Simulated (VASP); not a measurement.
# Na (C2/m) in VASP: single point with r2SCAN

Aim: the single point of Na with r2SCAN.

Everything below comes from runs of VASP 6.6.1. Logs are shortened: lines on timing, memory, paths and dates and some standing lists are left out, and cuts for length are marked.

## 1. Starting point

Symmetry: C2/m, No. 12, monoclinic system. Conventional cell: a = 6.393 Å, b = 3.713 Å, c = 9.614 Å, α = 90.00°, β = 103.07°, γ = 90.00°. Na (site symmetry 2/m) is surrounded by 12 Na at 3.70 to 3.79 Å. Around Na (site symmetry m) lie 12 Na at 3.70 to 3.79 Å.

This isn't the form of Na at room conditions, which is bcc.

## 2. Single point, r2SCAN

POSCAR reads:

```
Na
1.0
    3.1966520447     -1.8565520294      0.0000000000
    3.1966520447      1.8565520294      0.0000000000
   -2.1744518352      0.0000000000      9.3648511597
Na
3
Direct
    0.0000000000      0.0000000000      0.0000000000
    0.2224150000      0.2224150000      0.6666760000
    0.7775850000      0.7775850000      0.3333240000
```

INCAR.step1 reads:

```
PREC = Accurate
ENCUT = 520
ISMEAR = 0
SIGMA = 0.1
LREAL = False
LASPH = True
NELM = 100
NBANDS = 18
GGA = PE
ALGO = Normal
EDIFF = 1E-4
LWAVE = True
LCHARG = False
```

INCAR.step2 reads:

```
PREC = Accurate
ENCUT = 520
EDIFF = 1E-6
ISMEAR = 0
SIGMA = 0.1
LREAL = False
LASPH = True
NELM = 100
ALGO = Normal
ISIF = 2
LWAVE = False
LCHARG = True
METAGGA = R2SCAN
LMIXTAU = True
LELF = True
LVHAR = True
NBANDS = 18
ISTART = 1
```

KPOINTS reads:

```
Automatic mesh
0
Gamma
  6 6 2
```

Potentials or basis: VASP PAW PBE potentials, release 64 (Na_pv).

Command:

```bash
cat potpaw_PBE.64/Na_pv/POTCAR > POTCAR
cp INCAR.step1 INCAR
mpirun -np 1 vasp_std > vasp.out
cp INCAR.step2 INCAR
mpirun -np 1 vasp_std > vasp.out
```

OUTCAR:

```text
PREC = Accurate
   ENCUT = 520
   EDIFF = 1E-6
   ISMEAR = 0
   LREAL = False
   LASPH = True
   NELM = 100
   ISIF = 2
   METAGGA = R2SCAN
   ISTART = 1

 ion  position               nearest neighbor table
   1  0.000  0.000  0.000-
   2  0.222  0.222  0.667-
   3  0.778  0.778  0.333-

  LATTYP: Found a base centered monoclinic cell.
 ALAT       =     6.3933040894
 B/A-ratio  =     0.5807801423
 C/A-ratio  =     1.5037582021
 COS(beta)  =    -0.2261759492

  Lattice vectors:

 A1 = (   3.1966520447,  -1.8565520294,   0.0000000000)
 A2 = (   3.1966520447,   1.8565520294,   0.0000000000)
 A3 = (  -2.1744518352,   0.0000000000,   9.3648511597)

Analysis of symmetry for initial positions (statically):
=====================================================================
 Subroutine PRICEL returns:
 Original cell was already a primitive cell.

 Routine SETGRP: Setting up the symmetry group for a
 base centered monoclinic supercell.

 Subroutine GETGRP returns: Found  4 space group operations
 (whereof  4 operations were pure point group operations)
 out of a pool of  4 trial point group operations.

The static configuration has the point symmetry C_2h.

Analysis of symmetry for dynamics (positions and initial velocities):
=====================================================================
 Subroutine PRICEL returns:
 Original cell was already a primitive cell.

 Routine SETGRP: Setting up the symmetry group for a
 base centered monoclinic supercell.

 Subroutine GETGRP returns: Found  4 space group operations
 (whereof  4 operations were pure point group operations)
 out of a pool of  4 trial point group operations.

The dynamic configuration has the point symmetry C_2h.

 Subroutine INISYM returns: Found  4 space group operations
 (whereof  4 operations are pure point group operations),
 and found     1 'primitive' translations

----------------------------------------------------------------------------------------

                                     Primitive cell

  volume of cell :     111.1561

  direct lattice vectors                    reciprocal lattice vectors
[... 84 lines left out ...]
   LNONCOLLINEAR =      F non collinear calculations
   LSORBIT =      F    spin-orbit coupling
   LASPH  =      T    aspherical Exc in radial PAW
   ENCUT  =  520.0 eV  38.22 Ry    6.18 a.u.   6.87  6.87 17.88*2*pi/ulx,y,z
   NELM   =    100;   NELMIN=  2; NELMDL=  0     # of ELM steps
   EDIFF  = 0.1E-05   stopping-criterion for ELM
   LREAL  =      F    real-space projection
   EDIFFG = 0.1E-04   stopping-criterion for IOM
   NSW    =      0    number of steps for IOM
   IBRION =     -1    ionic relax: 0-MD 1-quasi-New 2-CG
   NFREE  =      0    steps in history (QN), initial steepest desc. (CG)
   ISIF   =      2    stress and relaxation
   ISYM   =      2    0-nonsym 1-usesym 2-fastsym
   POTIM  = 0.5000    time-step for ionic-motion
   TEBEG  =    0.0;   TEEND  =   0.0 temperature during run
   PSTRESS=    0.0 pullay stress
   NELECT =      21.0000    total number of electrons
   NUPDOWN=      -1.0000    fix difference up-down
   EMIN   =  10.00;   EMAX   =-10.00  energy-range for DOS
   EFERMI =   0.00;   METHOD = LEGACY
   ISMEAR =     0;   SIGMA  =   0.10  broadening in eV -4-tet -1-fermi 0-gaus
   EFERMI_NEDOS =   21; number of points for ismear=-14 and -15
   IALGO  =     38    algorithm
   IMIX   =      4    mixing-type and parameters
     AMIX     =   0.40;   BMIX     =  1.00
     AMIX_MAG =   1.60;   BMIX_MAG =  1.00
  volume/ion in A,a.u.               =      37.05       250.04
  Fermi-wavevector in a.u.,A,eV,Ry     =   0.939370  1.775152 12.006005  0.882416
  Thomas-Fermi vector in A             =   2.066676
   LORBIT       =      0    0 simple, 1 ext, 2 COOP (PROOUT), +10 PAW based schemes
   METAGGA = R2SCAN    functional components
   LHFCALC =     F    Hartree Fock is set to
   AEXX    =    0.0000 exact exchange contribution
   IVDW    =     0    specifies the selected vdW correction
   LEPSILON=     F    determine dielectric tensor
   LRPA    =     F    only Hartree local field effects (RPA)
 non-spin polarized calculation
 Gauss-broadening in eV      SIGMA  =   0.10
  energy-cutoff  :      520.00
  volume of cell :      111.16
 maximum number of plane-waves:      3010
   NGX = 13   NGY = 13   NGZ = 35

 number of electron      21.0000011 magnetization

 Free energy of the ion-electron system (eV)
  ---------------------------------------------------
  ext. energy  EPLUGINS =         0.00000000
  ---------------------------------------------------
  free energy    TOTEN  =       -10.67143163 eV

  energy without entropy =      -10.66849576  energy(sigma->0) =      -10.66996370

 E-fermi :   0.2865     XC(G=0):  -6.9206

 val. band max:        0.2420016201   @ k =  -0.3333   0.1667   0.5000
 cond. band min:       0.4374935328   @ k =  -0.3333   0.1667   0.5000
 fundamental gap:      0.1954919127
 Fermi energy:         0.2864542620

 k-point     1 :       0.0000    0.0000    0.0000
  band No.  band energies     occupation
      1     -25.6832      2.00000
      2     -25.6825      2.00000
      3     -25.6616      2.00000
      4     -25.6616      2.00000
      5     -25.6609      2.00000
      6     -25.6609      2.00000
[... 481 lines left out ...]
      5     -25.6740      2.00000
      6     -25.6706      2.00000
[... 10 lines left out ...]
     17       5.6329      0.00000
     18       6.4159      0.00000

 [... further k-points ...]

------------------------ aborting loop because EDIFF is reached ----------------------------------------

  FORCE on cell =-STRESS in cart. coord.  units (eV):
  Direction    XX          YY          ZZ          XY          YZ          ZX
  --------------------------------------------------------------------------------------
  -------------------------------------------------------------------------------------
  Total        0.4470325      0.3324470     -0.4654855      0.0000000      0.0000000     -0.1531722
  in kB        6.4434185      4.7918108     -6.7093945      0.0000000      0.0000000     -2.2077876
  external PRESSURE =       1.5086116 kB  Pullay stress =       0.0000000 kB

 VOLUME and BASIS-vectors are now :
 -----------------------------------------------------------------------------
  energy-cutoff  :      520.00
  volume of cell :      111.16
      direct lattice vectors                 reciprocal lattice vectors
     3.196652045 -1.856552029  0.000000000     0.156413646 -0.269316449  0.036318136
     3.196652045  1.856552029  0.000000000     0.156413646  0.269316449  0.036318136
    -2.174451835  0.000000000  9.364851160     0.000000000  0.000000000  0.106782263

 POSITION                                       TOTAL-FORCE (eV/Angst)
 -----------------------------------------------------------------------------------
      0.00000      0.00000      0.00000        -0.000000      0.000000      0.000000
     -0.02769      0.00000      6.24332        -0.004478      0.000000     -0.001168
      4.24654      0.00000      3.12153         0.004478      0.000000      0.001168
 -----------------------------------------------------------------------------------
    total drift:                               -0.000000      0.000000      0.000000

  FREE ENERGIE OF THE ION-ELECTRON SYSTEM (eV)
  ---------------------------------------------------
  free  energy   TOTEN  =       -10.6714316323 eV

  energy  without entropy=      -10.6684957626  energy(sigma->0) =      -10.66996370
```

OUTCAR.step1:

```text
PREC = Accurate
   ENCUT = 520
   ISMEAR = 0
   LREAL = False
   LASPH = True
[... 732 lines left out ...]
      0.00000      0.00000      0.00000         0.000000      0.000000      0.000000
     -0.02769      0.00000      6.24332         0.001611      0.000000     -0.000345
      4.24654      0.00000      3.12153        -0.001611      0.000000      0.000345
 -----------------------------------------------------------------------------------
    total drift:                               -0.000000      0.000000      0.000000

  FREE ENERGIE OF THE ION-ELECTRON SYSTEM (eV)
  ---------------------------------------------------
  free  energy   TOTEN  =        -3.9459640336 eV

  energy  without entropy=       -3.9428977268  energy(sigma->0) =       -3.94443088
```

OSZICAR.step1:

```text
N       E                     dE             d eps       ncg     rms          rms(c)
DAV:   1     0.163397109441E+03    0.16340E+03   -0.10950E+04   968   0.109E+03
DAV:   2     0.445236207498E+01   -0.15894E+03   -0.15634E+03   936   0.315E+02
DAV:   3    -0.383128589596E+01   -0.82836E+01   -0.82397E+01  1168   0.904E+01
DAV:   4    -0.394565187053E+01   -0.11437E+00   -0.11435E+00  1108   0.111E+01
DAV:   5    -0.394817486506E+01   -0.25230E-02   -0.25230E-02  1120   0.169E+00    0.350E-01
DAV:   6    -0.394694769149E+01    0.12272E-02   -0.17486E-03  1218   0.485E-01    0.234E-01
DAV:   7    -0.394598938481E+01    0.95831E-03   -0.27741E-03  1190   0.540E-01    0.284E-02
DAV:   8    -0.394596403361E+01    0.25351E-04   -0.19689E-04   642   0.233E-01
   1 F= -.39459640E+01 E0= -.39444309E+01  d E =-.306631E-02
```

Run time: 2.4 min. Hardware: 1 thread of Intel Xeon Platinum 8259CL at 2.50GHz (Skylake/Cascade Lake), shared host; peak memory 0.24 GiB.

Results:

| Property | Result |
| --- | --- |
| Free energy | -10.6714 eV |
| Pressure | 0.2 GPa |
| Largest force | 0.005 eV/Å |
| Band gap on the k mesh | none (metal or under the smearing width) |

Forces in eV/Å, atoms in the order of the input:
```
Na   0.000  0.000  0.000
Na  -0.004  0.000 -0.001
Na   0.004  0.000  0.001
```

Stress tensor (GPa, compression positive):
```
 0.64  0.00 -0.22
 0.00  0.48  0.00
-0.22  0.00 -0.67
```

Levels at points of the mesh, in eV from the Fermi level:
| k point | band 7 | band 8 | band 9 | band 10 | band 11 | band 12 | band 13 | band 14 | band 15 | band 16 |
| --- | --- | --- | --- | --- | --- | --- | --- | --- | --- | --- |
| (0.00, 0.00, 0.00) | -25.94 | -25.94 | -25.94 | -3.43 | -1.57 | -1.57 | 3.82 | 3.82 | 11.15 | 11.16 |
| (0.50, 0.00, 0.00) | -25.95 | -25.95 | -25.95 | 0.37 | 0.62 | 1.39 | 2.01 | 2.87 | 3.01 | 6.23 |
| (0.50, 0.50, 0.00) | -25.95 | -25.95 | -25.95 | 0.58 | 0.73 | 1.05 | 1.63 | 3.59 | 3.68 | 5.38 |
| (0.00, 0.00, 0.50) | -25.95 | -25.95 | -25.95 | -2.96 | -2.96 | 0.41 | 1.04 | 7.62 | 7.62 | 10.96 |
| (0.50, 0.00, 0.50) | -25.95 | -25.95 | -25.95 | 0.54 | 0.69 | 1.03 | 1.62 | 3.51 | 3.62 | 5.41 |
| (0.50, 0.50, 0.50) | -25.96 | -25.95 | -25.95 | 0.40 | 0.65 | 1.46 | 2.07 | 2.86 | 3.01 | 6.29 |

Caveat: the PAW data sets were made with another functional, which shifts forces and pressure a little.
